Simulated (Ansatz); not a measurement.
# Al under changes of volume

One of the cells (16.116 Å³/atom); the others are scaled copies at fixed shape and fractional positions:

```
CELL_PARAMETERS angstrom
-1.59122 1.59122 1.59122
1.59122 -1.59122 1.59122
1.59122 1.59122 -1.59122
ATOMIC_POSITIONS crystal
Al 0.00000 0.00000 0.00000
```

This isn't the form of Al at room conditions, which is fcc.

| Quantity | Value |
| --- | --- |
| Program | Ansatz 0.2.0 |
| Functional | PBE0 |
| Potentials or basis | Ansatz PAW |
| Cutoff | 420 eV (not typed: the program's choice for these potentials) |
| k mesh | 6 × 6 × 6 |
| Occupations | fermi-dirac, width 0.05 eV |
| Spin | no spin polarisation |

| volume (Å³/atom) | energy over the lowest point (meV/atom) | pressure (GPa) |
| --- | --- | --- |
| 15.149 | ? | ? |
| 15.471 | 26.94 | 7.3 |
| 15.793 | 14.49 | 5.2 |
| 16.116 | 6.09 | 3.2 |
| 16.438 | 1.38 | 1.5 |
| 16.760 | 0.00 | -0.1 |
| 17.083 | 1.58 | -1.5 |

Task: What does the run at 15.149 Å³/atom give?

Result: Energy over the lowest point 43.98 meV/atom; pressure 9.6 GPa.

Worked out: A Birch-Murnaghan fit of order 3 (a polynomial in V^(-2/3)) to the other rows has its minimum at 16.74 Å³/atom with B0 = V·E''(V) = 77 GPa and B' = 4.4. It gives 43.92 meV/atom at 15.149 Å³/atom, against the run's 43.98, and -dE/dV = 9.7 GPa, against 9.6.

Energies are extrapolated to zero smearing.

Caveats: all runs use coarse meshes; the PAW data sets come from PBE, with cores solved anew for the run's functional, which leaves a small shift of forces and pressure; the thresholds are loose for stress.
